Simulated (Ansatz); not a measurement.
Crystal: Rh.

```xyz
2
Lattice="2.7310 0.0000 0.0000 -1.3655 2.3651 0.0000 0.0000 0.0000 4.4285" Properties=species:S:1:pos:R:3 pbc="T T T"
Rh    0.0000    1.5767    1.1071
Rh    1.3655    0.7884    3.3214
```

This isn't the form of Rh at room conditions, which is fcc.

* Program: Ansatz 0.2.0
* Task: relaxation of cell and atoms
* Functional: PBEsol
* Potentials or basis: all-electron LAPW, scalar-relativistic
* Basis error allowed: 0.001 eV/atom
* k mesh: 11 × 11 × 6
* Occupations: fermi-dirac, width 0.05 eV
* Spin: no spin polarisation

At the start: volume 14.30 Å³/atom.

Where does the relaxation end?

Over 5 steps the energy falls by 33.8 meV/atom and the volume is 13.56 Å³/atom (-5.2 %); space group P6_3/mmc (No. 194, to 0.05 Å).

Step by step:
```csv
step,energy change (eV),largest force (eV/Å),volume (Å³)
1,0.0000,0.0000,28.60
2,-0.0665,0.0000,27.29
3,-0.0676,0.0000,27.09
4,-0.0676,0.0000,27.11
5,-0.0676,0.0000,27.11
```

Final structure:
```
Rh
1.0
     2.68596    0.00000    0.00000
    -1.34298    2.32611    0.00000
     0.00000    0.00000    4.33942
Rh
2
Direct
  0.33333 0.66667 0.25000
  0.66667 0.33333 0.75000
```
